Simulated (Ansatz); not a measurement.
## InSe

Level of theory: DFT, PBEsol, scalar-relativistic, no spin polarisation; plane waves to 420 eV with PAW datasets (Ansatz 0.2.0), 10×10×10 k-mesh, Gaussian smearing of 0.05 eV; PAW files: Ansatz's generated set soft_2.

```xyz
4
Lattice="2.0047 1.1574 8.4196 -2.0047 1.1574 8.4196 0.0000 -2.3149 8.4196" Properties=species:S:1:pos:R:3 pbc="T T T"
In    0.0000    0.0000    0.0292
In    0.0000    0.0000    2.8046
Se    0.0000    0.0000   15.5916
Se    0.0000    0.0000   20.9201
```

The chain of runs began from a cell from COD that may be a prediction, expanded in volume.

The cell is relaxed to zero pressure at this level.

Path: Γ–T–H2 | H0–L–Γ–S0 | S2–F–Γ, with Γ = (0.000, 0.000, 0.000), T = (-0.500, -0.500, -0.500), H2 = (-0.500, -0.179, -0.821), H0 = (-0.179, 0.179, -0.500), L = (0.000, 0.000, -0.500), S0 = (0.000, 0.340, -0.340), S2 = (-0.340, 0.000, -0.660), F = (-0.500, 0.000, -0.500) in reciprocal vectors of the calculation's cell.

Problem. Is it a metal or an insulator, and if it has a gap, where are the band edges on this path?

Solution. An insulator with a gap of 0.36 eV on the path, the valence band topping at T and the conduction band bottoming at T; the smallest direct gap is 0.36 eV.

Bands as a text map, energy in eV from the Fermi level (dashes), each leg drawn with the same width:
```
  5.57 |    ******   **** ****      **   *    *** **        ** 
  5.14 |*****   * * **   **          ******* *   *           **
  4.71 |         * **      *   ****  *   ** *     *         *  
  4.29 |*****   **** **********    *********** *****  *********
  3.86 |     ****  **       ********  * *     *     **   *** * 
  3.43 |         **  *      ******* **   ***     *********  *  
  3.00 |         *    ******                * ***    ****      
  2.57 |          ***               **   **  *              *  
  2.14 |        * ** ********      **   * *********        * * 
  1.71 |********    **  **** ******* *****  *******************
  1.29 |****     *    **    **   **    *            **   **   *
  0.86 |    *   *             ***                     ***      
  0.43 |     **                                                
  0.00 |-------*-----------------------------------------------
 -0.43 |      * **                                             
 -0.86 |    **    *                                       **   
 -1.29 |*********  *              ***********            *  ***
 -1.71 |**  ******  *   ********** *******   **   ******* *****
 -2.14 |          *  *** ****    *****    ********    ******** 
 -2.57 |         * * ****    *****       * *   ************ *  
 -3.00 |          ***   ******      *       * *     ****       
 -3.43 |*         ****     **         *** *  *    ** ***   *  *
 -3.86 | ***         ******* ******* *   * **********   *** ** 
 -4.29 |    *******   ****          *     *   ****         *   
 -4.71 |           *               *                           
 -5.14 |            *             *        *              *    
 -5.57 |             ********   **          *******      *     
 -6.00 |        ***          ***           *       ****** *    
        Γ      T      HH       L       Γ       SS      F      Γ
```

**What was measured.** “The Interaction of Hydrogen with the van der Waals Crystal γ-InSe”, 2020, pmc:7321205 reports, for a bulk crystal of InSe at 10 K: band gap 1.34 ± 0.002 eV (an exciton energy, a little under the gap).

The results are compared with them further down.

**Against experiment.** Measured gap of InSe: 1.34 eV (an exciton energy, a little under the gap; 10 K; “The Interaction of Hydrogen with the van der Waals Crystal γ-InSe”, 2020, pmc:7321205). This calculation gives 0.36 eV (-0.98 eV). 2 values of this kind are on record (1.25 to 1.34 eV); this one was drawn at random, those with a stated uncertainty first. Kohn–Sham gaps of semilocal functionals mostly fall below measured ones. Temperature and excitons aren't in the calculation.

The structure is built of weakly bound layers, and this functional has no dispersion term, so their spacing and all that hangs on it (volume, the soft elastic constants, low modes, dielectric constants) are poorly given.
